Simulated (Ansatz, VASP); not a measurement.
**Two plane-wave programs on MgO**

The input INCAR:

```
SYSTEM = MgO
PREC = Accurate ; ENCUT = 520
EDIFF = 1E-6 ; ISMEAR = 0
SIGMA = 0.05 ; LREAL = .False.
LASPH = .True. ; NELM = 100
ALGO = Normal ; ISIF = 2
LWAVE = .False. ; LCHARG = .False.
GGA = PE ; NBANDS = 26
```

The input KPOINTS:

```
regular mesh
0
Gamma
  9 9 2
  0 0 0
```

Contents of POSCAR:

```
MgO
1.0
    3.4446000000      0.0000000000      0.0000000000
   -1.7223000000      2.9831111059      0.0000000000
    0.0000000000      0.0000000000      9.6728000000
Mg O
4 4
Direct
    0.3333333333      0.6666666667      0.9694906392
    0.0000000000      0.0000000000      0.2208211786
    0.0000000000      0.0000000000      0.7208211786
    0.6666666667      0.3333333333      0.4694906392
    0.3333333333      0.6666666667      0.7800420079
    0.0000000000      0.0000000000      0.5296443544
    0.0000000000      0.0000000000      0.0296443544
    0.6666666667      0.3333333333      0.2800420079
```

Input for Ansatz:

```yaml
crystal:
  lattice:
    - [3.4446, 0.0, 0.0]
    - [-1.7223, 2.9831111059, 0.0]
    - [0.0, 0.0, 9.6728]
  atoms:
    - { symbol: Mg, position: [0.3333333333, 0.6666666667, 0.9694906392] }
    - { symbol: Mg, position: [0.0, 0.0, 0.2208211786] }
    - { symbol: Mg, position: [0.0, 0.0, 0.7208211786] }
    - { symbol: Mg, position: [0.6666666667, 0.3333333333, 0.4694906392] }
    - { symbol: O, position: [0.3333333333, 0.6666666667, 0.7800420079] }
    - { symbol: O, position: [0.0, 0.0, 0.5296443544] }
    - { symbol: O, position: [0.0, 0.0, 0.0296443544] }
    - { symbol: O, position: [0.6666666667, 0.3333333333, 0.2800420079] }
basis:
  ecutwfc: 520.0
kpoints:
  mp_grid: { grid: [9, 9, 2] }
hamiltonian:
  xc: pbe
  pseudopotentials: { kind: paw, azcp: { folder: soft_1 } }
scf:
  occupations: { method: gaussian, width: 0.05 }
output:
  forces: true
  stress: true
  eigenvalues: true
```

Alike in both runs: task single point; functional PBE; k mesh 9 × 9 × 2; occupations gaussian, width 0.05 eV; no spin polarisation.

```csv
,VASP,Ansatz
version,VASP 6.6.1,Ansatz 0.2.0
potentials or method,"VASP PAW PBE potentials, release 64 (Mg, O)","scalar-relativistic, plane waves, PAW"
plane-wave cutoff (eV),520,520
valence electrons in the cell,32,64
```

```csv
,VASP,Ansatz,Ansatz less VASP
gap on the k mesh at the Fermi level (eV),3.08,3.10,+0.021
least direct gap on the mesh (eV),3.08,3.10,+0.021
pressure (GPa),0.5,0.9,+0.37
largest component of the traceless stress (GPa),20.81,20.49,-0.317
rms of the force components (eV/Å),0.971,0.957,-0.0135
```

Atom by atom the forces differ by 0.013 eV/Å (rms over components). The two sets of potentials don't hold the same shells in valence.

Caveats: forces of over 1 eV/Å show positions far from the minimum, so gaps and moduli don't describe the material at rest. Expect the measured gap to be larger: semilocal functionals such as PBE lack the derivative discontinuity.
